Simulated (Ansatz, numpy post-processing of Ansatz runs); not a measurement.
# Band gap and electron mass of zincblende BAs between 0.88 and 1.06 of the equilibrium volume, r2SCAN with spin-orbit coupling

Shorter bonds usually push bonding and antibonding states further apart, yet the fundamental gap of BAs narrows when the crystal is squeezed. The sign of this response matters for devices, because BAs is of interest as a semiconductor that conducts heat very well, and layers in a device are rarely free of strain. The calculation follows the gap, the positions of the band edges in the Brillouin zone and the conductivity mass of the electrons while the cell is scaled uniformly. Volumes are given relative to the cell relaxed to zero pressure with the same functional, and positive pressure means compression. The gap at the reference volume is compared with one optical measurement at room temperature.

## Computational details

BAs (zincblende), space group 216, 2 atoms in the cell, from the Crystallography Open Database. The reference is the cell relaxed to zero pressure with this functional (primitive vectors 3.382, 3.382, 3.382 angstrom). The volume is imposed; the cell is scaled uniformly and no force acts on the atoms, so no relaxation was run. Ansatz 0.2.0, plane waves with PAW potentials (set ansatz_paw_generated_soft_1), r2SCAN, with spin-orbit coupling, no spin polarisation, no Hubbard U; cutoff 500 eV, self-consistent k meshes 8x8x8. Band extrema were located on a dense mesh in each cell and refined; masses are central differences at 0.008 and 0.03 1/angstrom. The same in all rows: where the valence-band maximum and the conduction-band minimum lie in the zone: Gamma to on Gamma-X.

Notes on method and selection:

- Semilocal Kohn-Sham gaps lie below measured gaps, and light masses that scale with the gap come out too small.
- Transitions to other structures, dislocations and cracks are not considered.
- Pressure against volume is the equation of state, whose slope gives the bulk modulus.
- Where several measured values are on file, those far from their median are set aside and at most one at low and one at room temperature are shown, bulk crystals with stated uncertainty first.
- Runs that did not converge, have known faults or may not be shown are not listed, and runs on Ansatz's PAW sets soft_1 and soft_2 are kept to separate tables.

Columns:

- V/V0: volume over that of the reference cell.
- pressure (GPa): static pressure, positive under compression.
- band gap (eV): fundamental Kohn-Sham gap (generalised Kohn-Sham for meta-GGA and hybrids), conduction-band minimum minus valence-band maximum.
- electron mass (m_e): electron conductivity mass of the lowest valley, in free-electron masses.

## Results

```
member       V/V0  pressure (GPa)  band gap (eV)  electron mass (m_e)
V/V0 = 0.88  0.88  23.34           1.169          0.280
V/V0 = 0.91  0.91  16.11           1.207          0.281
V/V0 = 0.94  0.94  9.91            1.242          0.282
V/V0 = 0.96  0.96  6.26            1.264          0.284
V/V0 = 0.98  0.98  2.97            1.286          0.284
V/V0 = 1.00  1.00  0.00            1.306          0.285
V/V0 = 1.02  1.02  −2.68           1.326          0.286
V/V0 = 1.04  1.04  −5.11           1.345          0.288
V/V0 = 1.06  1.06  −7.30           1.363          0.289
```

Least-squares fits to the whole series, with x = V/V0; R² and errors in the fitted variable (y, or ln y where the fit is in ln y):

```
y                    members  fit                     R²    rms residual  leave-one-out rms  the same for the mean of the others
band gap (eV)        9        y = 0.23045 + 1.0733 x  1.00  0.0034        0.0050             0.068
electron mass (m_e)  9        y = 0.2355 + 0.05000 x  0.97  4.7×10⁻⁴      6.3×10⁻⁴           0.0032
```

## What drives the series

The gap rises at every step of increasing volume, from 1.169 eV at V/V0 = 0.88 to 1.363 eV at 1.06. Around the reference cell the slope is (1.326 − 1.286) / (1.02 − 0.98) = 1.00 eV per unit of V/V0, so one per cent of volume changes the gap by about 0.01 eV.

The band edges keep their character throughout. The valence-band maximum stays at Γ and the conduction-band minimum stays on the line from Γ to X, moving slightly towards Γ as the cell expands. The trend is therefore that of a single indirect gap, with no change of valley.

The smallest direct gap on the k mesh behaves in the opposite way and widens under compression, as the bonding argument suggests. The indirect gap compares states at different k. In the usual account for zincblende semiconductors, the conduction state near X holds part of its charge in the open space between the bonds. Compression then raises it less than the valence top at Γ, and the gap between them shrinks. Spin-orbit coupling works weakly against the trend: its splitting grows slightly with volume, which lifts the valence top and takes a little off the gap of the expanded cells.

Per unit of pressure, the response near equilibrium is (1.286 − 1.326) / (2.97 + 2.68) = −0.0071 eV/GPa. Between the two most compressed cells it is (1.169 − 1.207) / (23.34 − 16.11) = −0.0053 eV/GPa. The coefficient weakens because the crystal stiffens, so that each further GPa removes less volume.

The electron mass hardly responds. It grows by a factor 0.289 / 0.280 = 1.03 over the series, while the gap grows by 1.363 / 1.169 = 1.17. A simple tight-binding estimate gives m ∝ ħ²/(t d²), with bond length d and hopping t. If t falls roughly as 1/d², the two changes cancel and the mass stays nearly constant.

## Members off the line

Largest departures from the fit to the whole series:

```
member       band gap (eV)  fit    computed − fit  in rms residuals
V/V0 = 0.88  1.169          1.175  −0.006          1.8
V/V0 = 1.06  1.363          1.368  −0.005          1.5
V/V0 = 0.98  1.286          1.282  +0.004          1.1
V/V0 = 0.96  1.264          1.261  +0.003          0.9
```

The largest departures of the gap from the straight line are at the two ends, −0.006 eV at V/V0 = 0.88 and −0.005 eV at 1.06. The next largest, +0.004 eV at 0.98 and +0.003 eV at 0.96, lie inside the range. Negative ends and a positive middle are the mark of a curved relation fitted by a line, not of faulty members.

The curvature is visible in the slopes between neighbours. The slope is 0.038 / 0.03 = 1.27 eV per unit of V/V0 at the compressed end and 0.018 / 0.02 = 0.90 at the expanded end. Part of this arises because a fixed step in V/V0 is a larger relative change in a small cell. Taken against ln(V/V0), the two slopes are roughly 1.1 and 0.9 eV, so some curvature remains. The steady decline speaks against large irregular errors, such as a fixed cutoff can cause when the set of plane waves or the real-space grid changes in steps with the cell. It does not exclude a smooth error. The 8x8x8 mesh scales with the reciprocal cell, so its error should vary smoothly with volume and could be part of the curvature. How much of the curvature is numerical would take a series with a denser mesh and a higher cutoff to tell, and none is given here.

The departures of the mass from its line are comparable to the printed rounding and carry no physical message.

## Measured values

```
member       quantity       measured  computed  computed − measured  conditions                                        source
V/V0 = 1.00  band gap (eV)  1.82      1.306     −0.514               300 K; indirect optical gap from absorption edge  [1]
```

Sources:

[1] "Basic Physical Properties of Cubic Boron Arsenide" (2019, arXiv:1911.11281)

At the reference volume the calculated gap is 1.306 eV and the measured one 1.82 eV. The difference is −0.514 eV, or 0.514 / 1.82 = 28% of the measured value. Both refer to the indirect gap, but the measured value is an optical absorption edge and the calculated one a Kohn-Sham gap of the static lattice, so they are close relatives and not identical quantities.

The sign is the one expected of a semilocal functional, and this is the likeliest main cause. A wrong volume cannot be responsible, since the entire series spans only 1.363 − 1.169 = 0.194 eV.

The conditions of the measurement do not explain the deficit either. At 300 K the vibrating lattice normally has a smaller gap than the static one, and an electron–hole attraction would lower an optical edge further. Correcting for both would widen the disagreement. Phonons taking part in indirect absorption can shift the apparent edge either way, but only by some tens of meV, as a rough size.

With a measured gap at one volume only, the calculated slope is not tested here. It would survive the error in the gap itself if that error were nearly the same at all volumes, which is plausible because the band edges keep their character. The electron mass is not compared here.

## Questions the table answers

**What pressure lowers the calculated gap by 0.05 eV?**
The target is 1.306 − 0.050 = 1.256 eV, which lies between the cells at V/V0 = 0.96 and 0.94. The fraction of the step is (1.264 − 1.256) / (1.264 − 1.242) = 0.36. The volume is then 0.96 − 0.36 × 0.02 = 0.953, and the pressure is 6.26 + 0.36 × (9.91 − 6.26) = 7.6 GPa.

**How much does an error of 1% in the lattice constant matter?**
A lattice constant 1% too long gives a volume about 3% too large. The gap rises by 1.00 × 0.030 = 0.03 eV. The mass rises by 0.05 × 0.030 = 0.0015 m_e, about half a per cent. A gap quoted to 0.01 eV therefore needs a lattice constant good to about 0.3%, whereas the mass makes no such demand.

**Are two extra calculations, at V/V0 = 0.98 and 1.02, enough to describe the series?**
They give the slope 1.00 eV, hence gap = 1.306 + 1.00 × (V/V0 − 1) in eV. At 1.06 this yields 1.306 + 1.00 × 0.06 = 1.366 eV against 1.363 eV calculated. At 0.88 it yields 1.306 − 1.00 × 0.12 = 1.186 eV against 1.169 eV, an error of +0.017 eV and the largest of the series. Over all nine cells the rms miss is 0.007 eV, compared with 0.068 eV when each gap is estimated by the mean of the others. Two extra cells suffice for moderate strain; strong compression calls for a third, at the compressed end.

## Conclusions and limits

Between V/V0 = 0.88 and 1.06, or 23.34 to −7.30 GPa, expansion widens the indirect gap of BAs and compression narrows it, with no change in the type of gap. The electron mass can be treated as constant to within a few per cent.

These statements concern uniform scaling of a perfect zincblende crystal. Transitions to other structures, dislocations and cracks are not considered, so the end points are not limits of stability. Strain along a cube axis would also split the equivalent valleys, which uniform scaling leaves degenerate.

The semilocal functional places the gap too low. Masses that scale with the gap come out too small for the same reason, but the weak link between mass and gap in this series suggests that the electron mass suffers less. Lattice vibrations are absent, and including them would normally lower the gap. All cells share one cutoff and one 8x8x8 mesh, so the numerical error in the slope and curvature of the gap is not tested.

[Logs are printed without paths, hosts, clocks, repeated set-up lines and the standing remarks that a program may print on its own settings, such as how far it seeks lower states.]
